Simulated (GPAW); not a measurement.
Runs of GPAW 26.7.0 on CuI. The structure is tetragonal, space group P4/nmm (No. 129). Conventional cell: a = 4.090 Å, b = 4.090 Å, c = 6.551 Å, α = 90.00°, β = 90.00°, γ = 90.00°. I (site symmetry 4mm) has 4 Cu at 2.65 Å as nearest neighbours. Cu (site symmetry -4m2) has 4 I at 2.65 Å and 4 Cu at 2.89 Å as nearest neighbours. Measurements of this composition are mostly on another form, of space group No. 216.

| task | level | potentials or basis | k mesh | band path | band points | gap on the mesh (eV) | pressure (GPa) | largest force (eV/Å) |
| --- | --- | --- | --- | --- | --- | --- | --- | --- |
| single point | TB-mBJ | GPAW PAW data sets for LDA (gpaw-data 1.2.1), pw | 6 × 6 × 4 | - | - | 2.57 | - | - |
| band structure | PBEsol | PAW data sets generated in the run's folder for this functional, pw | 5 × 5 × 4 | GXMGZRAZ,XR,MA | 60 | (b) | (a) | (c) |
| band structure | LDA | the program's PAW data sets (release 1.2.1) made for this functional, pw | 5 × 5 × 4 | GXMGZRAZ,XR,MA | 60 | 1.41 | -3.0 | 0.35 |
| band structure | r2SCAN | GPAW PAW data sets (gpaw-data 1.2.1), pw | 5 × 5 × 4 | GXMGZRAZ,XR,MA | 60 | 2.07 | 0.9 | 0.17 |

Alike in all rows: no spin polarisation; cell as given; cutoff (eV) 600; smearing fermi-dirac 0.05 eV.

Task: Estimate the missing entries.

Result: (a) -0.9; (b) 1.49; (c) 0.06.

Caveats: spin-orbit coupling is left out, which moves the levels of the heavy elements; with this Cu data set, volumes or pressures lay over 1.5 % or 2 GPa off other programs in two to four cells of ten (some runs); the PAW data sets were made with another functional, which shifts forces and pressure a little (some runs); a model potential gives levels but no total energy (some runs); this functional lacks dispersion, which binds the layers, so the pressure and a relaxed spacing across them are unreliable (some runs).

A k mesh can miss the band edges, and the runs leave out spin-orbit coupling on I.

Runs at the PBE level aren't shown here.
